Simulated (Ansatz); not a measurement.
Total energies of acetic acid.

```xyz
8

C     0.540    0.764   -0.218
C    -0.385   -0.410   -0.156
O    -1.043   -0.836   -1.064
O    -0.404   -0.962    1.071
H     0.229    1.517    0.509
H     1.551    0.452    0.051
H     0.531    1.183   -1.220
H    -1.020   -1.707    1.027
```

Total charge 0; spin multiplicity 1. All single points use the PBE0-D4/def2-TZVP geometry. It is one conformer, not always the lowest. Basis def2-TZVPP, Ansatz.

RPA on PBE orbitals: Hartree–Fock energy of these orbitals -227.86604 Eh, correlation -1.24721 Eh (frozen core).

| functional | energy without D4 (Eh) | D4 term (kJ/mol) |
| --- | --- | --- |
| BHLYP | -229.06237 | -10.7 |
| B2PLYP | -229.02108 | – |

**Question.** Give the same for LDA (SPW92), PBE, revPBE, BLYP, r2SCAN, B97M-V, PBE0, B3LYP, r2SCANh, r2SCAN0, HSE06 (plane-wave form), CAM-B3LYP, LC-ωPBE, ωB97X-V, ωB97M-V, PBE-QIDH. (Estimate.)

**Answer.** Ansatz gave: 
```
             functional  energy without D4 (Eh)  D4 term (kJ/mol)
            LDA (SPW92)              -227.38799                 –
                    PBE              -228.92929             -10.1
                 revPBE              -229.11984             -38.4
                   BLYP              -229.13184             -23.4
                 r2SCAN              -229.06804              -2.4
                 B97M-V              -229.14294                 –
                   PBE0              -228.93340              -8.3
                  B3LYP              -229.19189             -16.2
                r2SCANh              -229.05414              -2.5
                r2SCAN0              -229.03431              -2.8
HSE06 (plane-wave form)              -228.92226              -7.6
              CAM-B3LYP              -229.09818              -8.2
                LC-ωPBE              -229.04925                 –
                ωB97X-V              -229.11296                 –
                ωB97M-V              -229.10750                 –
               PBE-QIDH              -228.89911                 –
```

B3LYP takes the VWN-RPA correlation (the form of Gaussian; ORCA's B3LYP/G). HSE06 is the plane-wave form, built on full-range PBE exchange. The double hybrids freeze the cores in their second-order part.

LC-ωPBE has ω = 0.4 bohr⁻¹.
